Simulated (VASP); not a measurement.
# MnO: single point with PBEsol+U

The system is MnO.

```
Mn O
1.0
     3.37170    0.00000    0.00000
    -1.68585    2.91998    0.00000
     0.00000    0.00000    5.38550
Mn O
2 2
Direct
  0.33333 0.66667 0.01096
  0.66667 0.33333 0.51096
  0.33333 0.66667 0.37547
  0.66667 0.33333 0.87547
```

Measurements of this composition are mostly on another form, of space group No. 225.

```
Program             : VASP 6.6.1
Task                : single point
Functional          : PBEsol
Potentials or basis : VASP PAW PBE potentials, release 64 (Mn_pv, O)
Cutoff              : 520 eV
k mesh              : 6 × 6 × 4
Occupations         : gaussian, width 0.05 eV
Spin                : collinear spin, ferrimagnetic start
Starting moments    : [4.0, -2.0, 0.0, 0.0] μB
Hubbard terms       : Mn d U = 7 eV
```

* Pressure: 6.5 GPa
* Largest force: 0.846 eV/Å
* Band gap on the k mesh: 0.99 eV, indirect (least direct gap 1.01 eV)
* Net moment: 0.00 μB per cell
* Site moments: Mn +4.64, -4.64; O -0.03, +0.03 μB
* Valence electrons inside the program's atomic spheres: Mn 11.46; O 5.02

Forces on the atoms (eV/Å):
```
Mn   0.000  0.000 -0.846
Mn   0.000  0.000 -0.846
O    0.000  0.000  0.846
O    0.000  0.000  0.846
```

Stress tensor (GPa, compression positive):
```
 3.81  0.00  0.00
 0.00  3.81  0.00
 0.00  0.00 11.84
```

Levels at points of the mesh, in eV from the valence-band top:
Spin up:
```
           k point  band 16  band 17  band 18  band 19  band 20  band 21  band 22  band 23
(0.00, 0.00, 0.00)    -2.16    -0.60    -0.02    -0.02     0.99     5.94     6.49     6.49
(0.50, 0.00, 0.00)    -2.46    -2.29    -1.56    -0.83     4.71     5.38     6.07     6.85
(0.00, 0.00, 0.50)    -2.09    -1.00     0.00     0.00     3.20     3.47     6.51     6.51
(0.50, 0.00, 0.50)    -2.39    -2.17    -0.87    -0.82     4.48     5.67     6.19     6.95
```
Spin down:
```csv
k point,band 17,band 18,band 19,band 20,band 21,band 22
"(0.00, 0.00, 0.00)",-0.60,-0.02,-0.02,0.99,5.83,6.49
"(0.50, 0.00, 0.00)",-2.29,-1.56,-0.83,4.71,5.38,6.05
"(0.00, 0.00, 0.50)",-1.00,0.00,0.00,3.20,3.47,6.51
"(0.50, 0.00, 0.50)",-2.17,-0.87,-0.82,4.48,5.44,6.07
```

Eigenvalues of the final occupation matrices:
| site | spin | trace | eigenvalues |
| --- | --- | --- | --- |
| site 1 d | 1 | 4.78 | 0.95 0.95 0.96 0.96 0.96 |
| site 1 d | 2 | 0.21 | 0.02 0.02 0.05 0.05 0.07 |
| site 2 d | 1 | 0.21 | 0.02 0.02 0.05 0.05 0.07 |
| site 2 d | 2 | 4.78 | 0.95 0.95 0.96 0.96 0.96 |

Wall time 86 s on 1 thread of Intel(R) Xeon(R) Platinum 8488C (Sapphire Rapids), on a shared host, peak memory 0.22 GiB.

Caveat: the PAW data sets were made with another functional, which shifts forces and pressure a little. The state reached can hang on the start; a lower one may exist.
